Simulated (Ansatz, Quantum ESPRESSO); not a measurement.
KBr: highest zone-centre phonon by level of theory

Symmetry: Fm-3m, No. 225, cubic system. The conventional cell has a = 6.600 Å, b = 6.600 Å, c = 6.600 Å, α = 90.00°, β = 90.00°, γ = 90.00°. Around Br (site symmetry m-3m) lie 6 K at 3.30 Å. Around K (site symmetry m-3m) lie 6 Br at 3.30 Å.

| rung | level | program and potentials | cutoff (eV) | k mesh | highest zone-centre phonon (cm⁻¹) | notes |
| --- | --- | --- | --- | --- | --- | --- |
| LDA | LDA | Ansatz, all-electron LAPW, scalar-relativistic | - | 5 × 5 × 5 | 100 | far from this level's other runs, on another mesh |
| LDA | LDA | Quantum ESPRESSO, GBRV 1.5 LDA | 612 | 4 × 4 × 4, shifted | 131 | cell relaxed first (32.24 Å³/atom) |
| LDA | LDA | Quantum ESPRESSO, PseudoDojo 0.4.1 SR LDA standard | 980 | 4 × 4 × 4, shifted | 130 | cell relaxed first (32.31 Å³/atom) |
| GGA | AM05 | Quantum ESPRESSO, PseudoDojo 0.4.1 SR PBE standard | 1007 | 4 × 4 × 4, shifted | 97 | potentials made for PBE; cell relaxed first (37.12 Å³/atom) |
| GGA | PBE | Ansatz, all-electron LAPW, scalar-relativistic | - | 5 × 5 × 5 | 113 | far from this level's other runs, on another mesh |
| GGA | PBE | Quantum ESPRESSO, GBRV 1.5 PBE | 612 | 4 × 4 × 4, shifted | 104 | cell relaxed first (37.13 Å³/atom) |
| GGA | PBE | Quantum ESPRESSO, PseudoDojo 0.4.1 SR PBE standard | 1007 | 4 × 4 × 4, shifted | 100 | cell relaxed first (37.64 Å³/atom) |
| GGA | PW91 | Quantum ESPRESSO, PseudoDojo 0.4.1 SR PBE standard | 1007 | 4 × 4 × 4, shifted | 98 | potentials made for PBE; cell relaxed first (37.56 Å³/atom) |
| GGA | revPBE | Quantum ESPRESSO, PseudoDojo 0.4.1 SR PBE standard | 1007 | 4 × 4 × 4, shifted | 84 | potentials made for PBE; cell relaxed first (40.76 Å³/atom) |
| non-local van der Waals functional | vdW-DF-cx | Quantum ESPRESSO, PseudoDojo 0.4.1 SR PBE standard | 1007 | 4 × 4 × 4, shifted | 115 | potentials made for PBE; cell relaxed first (36.04 Å³/atom) |

Task: phonons. All rows: no spin polarisation. The cell comes from a database and isn't always the measured one. Meshes differ between rows, which moves values too. All levels ran on this one cell, unrelaxed unless noted. Frequencies are at q = 0 without the long-range field, so in polar crystals they are those of transverse modes; the cell's volume weighs on them. Meshes are those of the run's cell of 2 atoms unless a note names another. Runs on faulty files, with rough fits or with known faults for this quantity aren't shown. No row holds spin-orbit coupling.

By rung: LDA 100; LDA in relaxed cells 130 to 131; GGA in relaxed cells 84 to 104; GGA 113; non-local van der Waals functional in relaxed cells 115 (cm⁻¹).
